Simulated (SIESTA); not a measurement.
# Ge: band structure with PBE

**Experimental background.**

“Electronic and optical properties of SixGe1-x-ySny alloys lattice-matched to Ge”, 2021, arxiv:2109.02782 reports, for a bulk crystal of Ge at 300 K: band gap 0.807 eV (direct).

Ge:

```
Ge
1.0
     0.00000    2.82891    2.82891
     2.82891    0.00000    2.82891
     2.82891    2.82891    0.00000
Ge
2
Direct
  0.75000 0.75000 0.75000
  0.50000 0.50000 0.50000
```

| Item | Value |
| --- | --- |
| Program | SIESTA 5.4.2 |
| Task | band structure |
| Functional | PBE |
| Potentials or basis | PseudoDojo 0.4 standard (PBE files) |
| Basis | DZP (energy shift 0.01 Ry) |
| Grid cutoff | 800 Ry |
| Energy shift | 0.01 Ry |
| k mesh | 8 × 8 × 8 |
| Occupations | fermi-dirac, width 0.05 eV |
| Spin | no spin polarisation |

The pressure is 5.1 GPa and the band gap on the k mesh is none (metal or under the smearing width).

Levels at the corners of the path, in eV from the Fermi level:
```csv
point,band 11,band 12,band 13,band 14,band 15,band 16,band 17,band 18
Γ,-12.91,-0.11,-0.03,-0.03,-0.03,2.51,2.51,2.51
X,-9.10,-9.10,-3.32,-3.32,0.88,0.88,9.65,9.65
W,-9.00,-9.00,-4.14,-4.14,4.40,4.40,5.08,5.08
K,-9.56,-8.51,-4.57,-2.86,1.27,4.28,7.45,7.60
Γ,-12.91,-0.11,-0.03,-0.03,-0.03,2.51,2.51,2.51
L,-10.89,-7.85,-1.58,-1.58,0.18,3.96,3.96,7.86
U,-9.56,-8.51,-4.57,-2.86,1.27,4.28,7.45,7.60
W,-9.00,-9.00,-4.14,-4.14,4.40,4.40,5.08,5.08
L,-10.89,-7.85,-1.58,-1.58,0.18,3.96,3.96,7.86
K,-9.56,-8.51,-4.57,-2.86,1.27,4.28,7.45,7.60
U,-9.56,-8.51,-4.57,-2.86,1.27,4.28,7.45,7.60
X,-9.10,-9.10,-3.32,-3.32,0.88,0.88,9.65,9.65
```

Wall time 23 s on 1 thread of Arm Neoverse V2 (shared host), peak memory 0.26 GiB.

A measured gap of Ge is 0.807 eV (direct; 300 K; “Electronic and optical properties of SixGe1-x-ySny alloys lattice-matched to Ge”, 2021, arxiv:2109.02782); the calculated 0.00 eV misses it by -0.81 eV. 3 values of this kind are on record (0.666 to 0.807 eV); this one was drawn at random among those near their median. Spin-orbit coupling on Ge is left out. The value is that of PBE in an atomic basis (PseudoDojo 0.4 standard (PBE files), DZP (energy shift 0.01 Ry)), whose error adds to the functional's, on a finite k mesh, which can miss the band edges, without temperature or zero-point motion. Semilocal functionals fall short of measured gaps as a rule.

Caveat: semicore shells carry a single zeta, which can move pressures by several GPa and volumes by a few percent; the basis of atomic orbitals isn't converged, which shifts pressures, moduli and gaps.
